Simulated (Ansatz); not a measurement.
# MoS2 in Ansatz: settings compared

One slab, MoS2, is run at these levels: BLYP+D4, PBE; tasks: relaxation of cell and atoms, single point.

All numbers are computed with Ansatz 0.2.0; they aren't measurements. Logs are shortened: lines on timing, memory, paths and dates and some standing lists are left out, and cuts for length are marked.

## Step 1: The slab as given

The cell holds a slab with vacuum, 9 atoms: a = 3.184 Å, b = 3.184 Å, c = 28.387 Å, α = 90.00°, β = 90.00°, γ = 120.00°.

## Step 2: Relaxation of cell and atoms, BLYP+D4

Contents of input.yaml:

```yaml
crystal:
  lattice:
    - [3.1840155185, 0.0, 0.0]
    - [-1.5920077592, 2.757438325, 0.0]
    - [0.0, 0.0, 28.3873198]
  atoms:
    - { symbol: Mo, position: [0.3333333333, 0.6666666667, 0.22816477] }
    - { symbol: Mo, position: [0.3333333333, 0.6666666667, 0.77183523] }
    - { symbol: Mo, position: [0.6666666667, 0.3333333333, 0.0] }
    - { symbol: S, position: [0.6666666667, 0.3333333333, 0.17349309] }
    - { symbol: S, position: [0.6666666667, 0.3333333333, 0.71718751] }
    - { symbol: S, position: [0.3333333333, 0.6666666667, 0.94533412] }
    - { symbol: S, position: [0.6666666667, 0.3333333333, 0.28281249] }
    - { symbol: S, position: [0.6666666667, 0.3333333333, 0.82650691] }
    - { symbol: S, position: [0.3333333333, 0.6666666667, 0.05466588] }
hamiltonian:
  xc: blyp
  pseudopotentials: { kind: paw }
  dispersion: d4
kpoints:
  mp_grid: { grid: [10, 10, 1] }
scf:
  occupations: { method: fermi_dirac, width: 0.05 }
output:
  forces: true
  stress: true
  eigenvalues: true
  write_density: true
  write_potential: true
  elf: true
  volumetric_format: npy
relax:
  f_tol: 0.01
  max_steps: 40
  cell: { stress_tol: 0.05 }
```

Potentials or basis: Ansatz PAW.

On the command line:

```bash
$ ansatz run input.yaml --threads 4 --pin off --max-ram 11264MiB --backend cpu --events-out ev --progress --plain --runs-dir out
```

The program printed:

```text
Warning: RAYON_NUM_THREADS=4 ignored (pool sized by the plan → 4); use --threads N
Engine: ansatz 0.2.0, aarch64-unknown-linux-gnu
Pseudopotentials: kind: paw
Pseudopotential: Mo, paw, valence charge 14, recommended cutoff 420 eV (normal), Mo.paw.azcp
Pseudopotential: S, paw, valence charge 6, recommended cutoff 420 eV (normal), S.paw.azcp
Functional definition: BLYP
  parameter beta = 0.0042
  parameter a = 0.04918
  parameter b = 0.132
  parameter c = 0.2533
  parameter d = 0.349
  exchange = b88_x(beta = beta)
  correlation = lyp_c(a = a, b = b, c = c, d = d)
Crystal: 9 atoms, lattice volume = 249.233 Å³
Basis set: ecut = 420 eV, 4895 PW (Γ), exchange–correlation on 48×48×384 points (8 copies of the dense FFT grid, shifted against one another)
Bands: 48, of which v1, the nominal top of the filled ones, is band 39 counted from 1 (38 counted from 0)
Symmetry: 12 space group operations
Space group: P-6m2 (ITA 187), of the structure as read, at distance tolerance 6.3e-5 Å
k-points: 14 of 100 (time reversal used)
Non-local potential: Mo, projectors of the file, l = 0: 3, l = 1: 2, l = 2: 2, l = 3: 1
Non-local potential: S, projectors of the file, l = 0: 2, l = 1: 2, l = 2: 2
PAW form: soft (Blöchl's): semilocal exchange-correlation on the pseudo side does not see the compensation charge
PAW frozen core: Mo, regenerated for the run's functional, and the local potential with it (the file was generated under x = pbe(κ = 0.804, μ = 0.2195149727645171), c = pbe(β = 0.06672455060314922))
PAW frozen core: S, regenerated for the run's functional, and the local potential with it (the file was generated under x = pbe(κ = 0.804, μ = 0.2195149727645171), c = pbe(β = 0.06672455060314922))
PAW one-centre angular grid: Mo, 590 points (default); XC on 64 Gauss nodes
PAW one-centre angular grid: S, 110 points (default); XC on 64 Gauss nodes
Initial density: superposition of atomic densities (neutral atoms: chi_scale 0, normalization atom), corrected by the library's trained network
Initial wavefunctions: pseudopotential atomic-orbital guess
Functional: x = b88, c = lyp
SCF iter   1: F=—  HF=-20360.899951 eV  |F-HF|=—  |Δ(HF+E_count)|=         —  Δρ=9.07e-3  dr2=2.81e-1  ethr=1.77e-3  ⟨swp⟩=9.2  Hψ=3215  notcnv=0
preconditioner: auto → Resta (q_TF=auto, 2.248 Å⁻¹)  ε∞=6.1  [insulator: Δε(μ)=1.264 eV  Ē_g=7.673 eV  σ=0.050 eV  W_gap=1.00  n_scr=20 (ndim 8)  ℏωp=17.3 eV  f_vac=0.330  D(μ)=0.00/eV (n_scr^D=0)  ε∞_Penn≈6.1  vacuum switching on, ρ_ref=4.3e-3 e/Å³]
SCF iter   2: F=—  HF=-20360.856974 eV  |F-HF|=—  |Δ(HF+E_count)|=   4.30e-2  Δρ=4.60e-3  dr2=4.86e-2  ethr=3.60e-4  ⟨swp⟩=2.8  Hψ=1229  notcnv=0  defer=11
SCF iter   3: F=—  HF=-20360.853855 eV  |F-HF|=—  |Δ(HF+E_count)|=   3.12e-3  Δρ=2.20e-3  dr2=1.71e-2  ethr=6.23e-5  ⟨swp⟩=2.9  Hψ=1232  notcnv=0  defer=11
SCF iter   4: F=—  HF=-20360.854339 eV  |F-HF|=—  |Δ(HF+E_count)|=   4.84e-4  Δρ=5.19e-4  dr2=1.14e-3  ethr=2.19e-5  ⟨swp⟩=2.3  Hψ=1035  notcnv=0  defer=11
SCF iter   5: F=—  HF=-20360.854439 eV  |F-HF|=—  |Δ(HF+E_count)|=   1.01e-4  Δρ=2.55e-4  dr2=3.39e-4  ethr=1.46e-6  ⟨swp⟩=2.5  Hψ=1009  notcnv=0  defer=11
SCF iter   6: F=—  HF=-20360.854435 eV  |F-HF|=—  |Δ(HF+E_count)|=   4.67e-6  Δρ=1.09e-4  dr2=5.64e-5  ethr=4.34e-7  ⟨swp⟩=2.1  Hψ=939  notcnv=0  defer=11
SCF iter   7: F=—  HF=-20360.854495 eV  |F-HF|=—  |Δ(HF+E_count)|=   5.99e-5  Δρ=1.93e-5  dr2=3.72e-6  ethr=7.24e-8  ⟨swp⟩=2.4  Hψ=1078  notcnv=0  defer=11
SCF iter   8: F=—  HF=-20360.854494 eV  |F-HF|=—  |Δ(HF+E_count)|=   8.35e-7  Δρ=1.34e-5  dr2=1.15e-6  ethr=4.77e-9  ⟨swp⟩=2.1  Hψ=1056  notcnv=0  defer=11
SCF iter   9: F=—  HF=-20360.854494 eV  |F-HF|=—  |Δ(HF+E_count)|=   1.69e-7  Δρ=4.96e-6  dr2=1.41e-7  ethr=1.48e-9  ⟨swp⟩=2.0  Hψ=903  notcnv=0  defer=11
SCF iter  10: F=-20360.854494 eV  HF=-20360.854494 eV  |F-HF|=5.56e-9  |Δ(HF+E_count)|=   4.51e-9  Δρ=1.52e-6  dr2=1.15e-8  ethr=1.28e-10  ⟨swp⟩=14.0  Hψ=5412  notcnv=0
[... 74 lines left out ...]
SCF 6 converged in 7 iterations: F = -20361.020896 eV  dr2 = 2.25e-11
relax step   6: F+E_penalty+E_count = -20361.02089641 eV  Δ(F+E_penalty+E_count) = +4.485e-4 eV  max|allowed force component| = 1.550e-3 eV/Å  Δτ_max = 0.0000 Å  P = +0.003 GPa  Ω = 239.836 Å³  stress off target by 6.10e-3 GPa  SCF on the basis re-selected at this cell (its energy is not comparable with the rows above)  (7 SCF iters)
basis re-selected at this cell: Δ(F+E_penalty+E_count) = +4.485e-4 eV, ΔP = -0.001 GPa vs the last step (what re-selecting the basis moved, of the pressure what is left beyond the Pulay correction that the steps carried, after the strain that the cell walked since its last selection, with what the two solves' SCF thresholds leave and, on support functions, any second-order correction that the steps lacked; it is no measure of the basis error at this ecutwfc). This SCF's stress stands 6.10e-3 GPa from its target on what of the cell is left free (relax.cell.stress_tol is 5.00e-2 GPa) and its largest allowed force component is 1.55e-3 eV/Å (relax.f_tol is 1.00e-2 eV/Å): within both
WARN: The output density's exchange-correlation potential varies sharply where the density is thin. Do not read a vacuum level from v_tot or v_xc, or from such a field of the output density. On a cell that repeats whose density bears no net charge and no dipole along the vacuum's axis use v_es (v_loc + v_h of the components); under efield.dipole_correction with no amplitude use v_es + v_field, which holds any external_charges[].barrier, or the levels of the report's work_function block, which leave it out; under a non-zero efield.amplitude the vacuum is tilted and has no level; on a cell that repeats and bears such a dipole with no correction it is tilted too, and efield.dipole_correction with no amplitude gives each side of its ramp a level where efield: is served; in a cell that repeats whose density bears a net charge (total_charge, or a fill off its count) it is curved and has none; of a slab under crystal.periodic whose density bears no net charge use v_es, which has a level on each side, short of where the two are joined; of another it falls or rises all the way out and has none; of a slab beside external_charges read slab_vacuum_level instead, which it has where they leave it neutral. The grid or the basis barely resolves most such structure, and the values can differ between equally converged runs; as a rule a tighter scf.convergence.dr2_threshold does not remove it. Where the density itself ripples (under the LDA too) a higher basis.ecutwfc lessens it. The files hold the spikes' plane waves up to the density's cutoff. Files: v_tot_of_output_density and the like, and their columns of v_z.tsv (output.write_potential); v_xc_of_output_density and the like, and their columns of v_comp_z.tsv (output.write_potential_components). Measured: with its Gaussian average of σ = 0.25 Å subtracted twice, the exchange-correlation potential is over 0.1 eV at 64 of the grid points where the equally averaged density (valence and model cores) is under 1e-3 e/Å³, and 0.140 eV at the most among them, at an averaged density of 9.2e-4 e/Å³. The input density's (outcome.potential() and, of a run that writes arrays, v_tot and v_xc) is over 0.1 eV, so measured, at 58 points of its own thin density, 0.139 eV at the most. See output.write_potential in the manual, Limitations
dispersion: the relaxed geometry stands within reach of a switch of an atom's C6, across which e_disp changes (each atom's share, over what another start of this relaxation can change, counted as every distance, since the cell relaxes too: site 0 (Mo), some 0.04 eV, crossed with farther neighbours; site 1 (Mo), some 0.04 eV, crossed with farther neighbours; site 2 (Mo), some 0.04 eV, crossed with farther neighbours; some 0.12 eV in sum): a start on the other side of the switch can end at another minimum, lower or higher, and the walk did not compare the two: the deck asks for no search across the switch (relax.adjacent_minimum is not search) (hamiltonian.dispersion, Limitations)
SCF converged after 7 iterations
Free energy (F): -20361.020896 eV
Harris-Foulkes:  -20361.020896 eV  (|F-HF|=2.55e-10)
Internal energy: -20361.020891 eV  (E = F + TS)
E sigma→0 (E₀):  -20361.020894 eV
Entropy (-TS):   -0.000005 eV (-0.001 meV/atom)
Fermi energy:    6.358837 eV
--- Per-component energies (eV) ---
  E_band       = -854.374719
  E_kinetic    = 1974.298365
  E_local      = -41164.616818  (includes V_loc(G=0)·N_el)
  E_nonlocal   = 603.658961
  E_hartree    = 19691.983418
  E_xc         = -1120.644520
  E_vxc        = -1189.768504  (∫ρ·V_xc dr)
  E_paw        = -13287.905574  (= ΣΔE_a)
  E_vpaw       = -461.913085  (= ΣTr[D̂ρ^β])
  E_aug_tail   = 0.000097  (compensation charges beyond the density's cutoff)
  E_ewald      = 12948.691495
  E_disp       = -6.858338  (pairwise vdW)
  E_core_change = 0.372022  (= ΣΔE_core)
  E_smearing   = -0.000005  (= −TS)
  E_closure    = 0.000000  (closes the sum)
  Σ components = -20361.020896   (vs F -20361.020896, Δ=0.00e0)
--- Forces (eV/Å), atoms counted from 1 ---
  atom   1  Mo     0.00000000    -0.00000000     0.00057543
  atom   2  Mo     0.00000000    -0.00000000    -0.00057543
  atom   3  Mo     0.00000000     0.00000000     0.00000000
  atom   4  S      0.00000000    -0.00000000    -0.00078136
  atom   5  S      0.00000000    -0.00000000    -0.00154963
  atom   6  S     -0.00000000     0.00000000    -0.00101670
  atom   7  S      0.00000000    -0.00000000     0.00154963
  atom   8  S      0.00000000    -0.00000000     0.00078136
  atom   9  S     -0.00000000     0.00000000     0.00101670
  max |Σ_I F_I| component: 1.20e-16 eV/Å
--- Stress (GPa, compression-positive) ---
        0.006097      -0.000000       0.000000
        0.000000       0.006097       0.000000
        0.000000       0.000000      -0.003003
  P = ⅓ Tr σ = 0.0031 GPa (0.031 kbar)
--- Band table (eV; the first three rows and the last of 14) ---
  k-point 0: bands = ["-55.6918", "-55.6894", "-55.6894", "-29.7982", "-29.7956", "-29.7956", "-29.6221", "-29.6221", "-29.6173", "-29.6173", "-29.6173", "-29.6173", "-8.9055", "-8.7602", "-8.6266", "-7.7174", "-7.4871", "-7.3089", "-0.6901", "-0.2515", "0.2244", "2.6605", "2.6605", "2.6889", "2.6889", "2.6914", "2.6914", "2.7203", "3.4828", "3.7079", "3.7079", "3.7500", "3.7500", "3.7658", "3.7658", "4.3600", "5.0229", "5.6452", "5.9394", "7.9074", "7.9074", "7.9294", "7.9294", "7.9546", "7.9546", "8.0580", "8.0580", "8.1502"]
  k-point 1: bands = ["-55.6885", "-55.6861", "-55.6861", "-29.7916", "-29.7891", "-29.7891", "-29.6559", "-29.6511", "-29.6511", "-29.6298", "-29.6250", "-29.6250", "-8.7642", "-8.6208", "-8.4878", "-7.6496", "-7.4281", "-7.2592", "-0.5303", "-0.0986", "0.3792", "2.3527", "2.3734", "2.3950", "2.4080", "2.8043", "2.8355", "2.8409", "2.9262", "3.2114", "3.4857", "3.5310", "3.5492", "3.9158", "4.0970", "4.5684", "4.9996", "5.4634", "5.6321", "7.7888", "7.7962", "7.8027", "7.8127", "7.8674", "7.9076", "7.9592", "7.9639", "8.0676"]
  k-point 2: bands = ["-55.6799", "-55.6775", "-55.6775", "-29.7743", "-29.7718", "-29.7718", "-29.7437", "-29.7387", "-29.7387", "-29.6501", "-29.6452", "-29.6452", "-8.3707", "-8.2348", "-8.1057", "-7.4607", "-7.2657", "-7.1237", "-0.1575", "0.2332", "0.6822", "1.6853", "1.7029", "1.8123", "1.8680", "2.2317", "2.4123", "2.9963", "3.0441", "3.0770", "3.1977", "3.2369", "3.2456", "3.8773", "4.0956", "4.4468", "4.7765", "4.8867", "4.8905", "7.2688", "7.4471", "7.5445", "7.6586", "7.6797", "7.7626", "7.7951", "8.0819", "8.2006"]
  k-point 13: bands = ["-55.6535", "-55.6512", "-55.6512", "-29.8970", "-29.8916", "-29.8916", "-29.8213", "-29.8162", "-29.8162", "-29.7212", "-29.7190", "-29.7190", "-6.8105", "-6.7743", "-6.7417", "-6.6926", "-6.6528", "-6.6486", "-0.0207", "0.0712", "0.1451", "0.4320", "0.5557", "0.5786", "1.4630", "1.5052", "1.5479", "1.7157", "1.7203", "2.0031", "2.1584", "2.5032", "2.5113", "3.1526", "3.2291", "3.4724", "5.0360", "5.1063", "5.1645", "6.9630", "6.9972", "7.0156", "7.8781", "8.2377", "8.4387", "8.4920", "8.5802", "8.7183"]
--- Relaxed structure (5 steps of the walk, 5 accepted, 1 SCFs on fresh bases) ---
  F+E_penalty+E_count = -20361.02089641 eV   max|allowed force component| = 1.550e-3 eV/Å   (the final SCF, on the basis selected at the relaxed cell)
  cell:  # Å, volume = 239.8362 Å³
    - [3.197354195171339, -2.8988424792782652e-11, 2.5984594016742613e-34]
    - [-1.5986770975605646, 2.768989957929622, 3.201434004369728e-34]
    - [2.3166752045102902e-33, 4.633350409020582e-33, 27.089601755475567]
  atoms:
    - { symbol: Mo, position: [0.3333333333333332, 0.6666666666666665, 0.2212560209497491] }
    - { symbol: Mo, position: [0.3333333333333332, 0.6666666666666665, 0.7787439790502506] }
    - { symbol: Mo, position: [0.6666666666666666, 0.3333333333333333, -7.808384602031315e-20] }
    - { symbol: S, position: [0.6666666666666666, 0.3333333333333333, 0.16341635046590916] }
    - { symbol: S, position: [0.6666666666666666, 0.3333333333333333, 0.7207407611090962] }
    - { symbol: S, position: [0.3333333333333332, 0.6666666666666665, 0.9421629637338297] }
    - { symbol: S, position: [0.6666666666666666, 0.3333333333333333, 0.27925923889090387] }
    - { symbol: S, position: [0.6666666666666666, 0.3333333333333333, 0.8365836495340906] }
    - { symbol: S, position: [0.3333333333333332, 0.6666666666666665, 0.05783703626617015] }
```

Wall time 32 s (4 threads of Arm Neoverse V2, shared host); peak memory 0.66 GiB.

Results:

```
Free energy                            : -20361.0209 eV
Relaxed volume                         : 26.65 Å³/atom
Relaxed cell                           : a = 3.197 Å, b = 3.197 Å, c = 27.090 Å, α = 90.00°, β = 90.00°, γ = 120.00°
Space group after relaxing (to 0.05 Å) : P-6m2 (No. 187)
Energy gained by relaxing              : 18.5 meV/atom
Ionic steps                            : 6
Band gap on the k mesh                 : 0.97 eV, indirect (least direct gap 1.80 eV)
```

Step by step:
```csv
step,energy change (eV),largest force (eV/Å),volume (Å³)
1,0.0000,0.5719,249.23
2,-0.1418,0.2206,240.58
3,-0.1583,0.1880,239.07
4,-0.1662,0.0217,241.04
5,-0.1669,0.0016,239.84
6,-0.1664,0.0015,239.84
```

Final structure:
```cif
data_structure
_symmetry_space_group_name_H-M 'P 1'
_symmetry_Int_Tables_number 1
_cell_length_a 3.1974
_cell_length_b 3.1974
_cell_length_c 27.0896
_cell_angle_alpha 90.000
_cell_angle_beta 90.000
_cell_angle_gamma 120.000
_cell_volume 239.84
loop_
_atom_site_label
_atom_site_type_symbol
_atom_site_fract_x
_atom_site_fract_y
_atom_site_fract_z
_atom_site_occupancy
Mo1 Mo 0.33333 0.66667 0.22126 1
Mo2 Mo 0.33333 0.66667 0.77874 1
Mo3 Mo 0.66667 0.33333 0.00000 1
S1 S 0.66667 0.33333 0.16342 1
S2 S 0.66667 0.33333 0.72074 1
S3 S 0.33333 0.66667 0.94216 1
S4 S 0.66667 0.33333 0.27926 1
S5 S 0.66667 0.33333 0.83658 1
S6 S 0.33333 0.66667 0.05784 1
```

Caveat: the plane-wave basis is chosen anew once the cell has moved, so the energies of steps on either side of that aren't comparable; the PAW data sets come from PBE, with cores solved anew for the run's functional, which leaves a small shift of forces and pressure.

## Step 3: Single point, PBE

input.yaml: that of step 2 with these lines changed.

```diff
@@ -16,5 +16,4 @@
 hamiltonian:
-  xc: blyp
+  xc: pbe
   pseudopotentials: { kind: paw }
-  dispersion: d4
 kpoints:
@@ -22,3 +21,3 @@
 scf:
-  occupations: { method: fermi_dirac, width: 0.05 }
+  occupations: { method: gaussian, width: 0.015 }
 output:
@@ -27,9 +26 @@
   eigenvalues: true
-  write_density: true
-  write_potential: true
-  elf: true
-  volumetric_format: npy
-relax:
-  f_tol: 0.01
-  max_steps: 40
-  cell: { stress_tol: 0.05 }
```

Potentials or basis: Ansatz PAW.

On the command line:

```bash
$ ansatz run input.yaml --threads 4 --pin off --max-ram 11264MiB --backend cpu --events-out ev --progress --plain --runs-dir out
```

Run time: 4.2 s. Hardware: 4 threads of Arm Neoverse V2, shared host; peak memory 0.6 GiB.

The run converged. Its results:

```yaml
Free_energy: -20288.4212 eV
Largest_force: 0.217 eV/Å
Band_gap_on_the_k_mesh: 1.30 eV, indirect (least direct gap 1.88 eV)
```

Forces on the atoms (eV/Å):
```
Mo   0.000  0.000  0.005
Mo   0.000  0.000 -0.005
Mo   0.000  0.000  0.000
S    0.000  0.000 -0.168
S    0.000  0.000 -0.217
S    0.000  0.000 -0.170
S    0.000  0.000  0.217
S    0.000  0.000  0.168
S    0.000  0.000  0.170
```

Stress tensor (GPa, compression positive):
```
0.55 0.00 0.00
0.00 0.55 0.00
0.00 0.00 1.55
```

Levels at points of the mesh, in eV from the valence-band top:
```
            k point  band 36  band 37  band 38  band 39  band 40  band 41  band 42  band 43
 (0.00, 0.00, 0.00)    -1.64    -0.64    -0.27     0.00     2.30     2.30     2.30     2.30
(0.00, -0.50, 0.00)    -1.44    -1.12    -1.09    -1.07     1.76     1.77     1.78     2.24
```
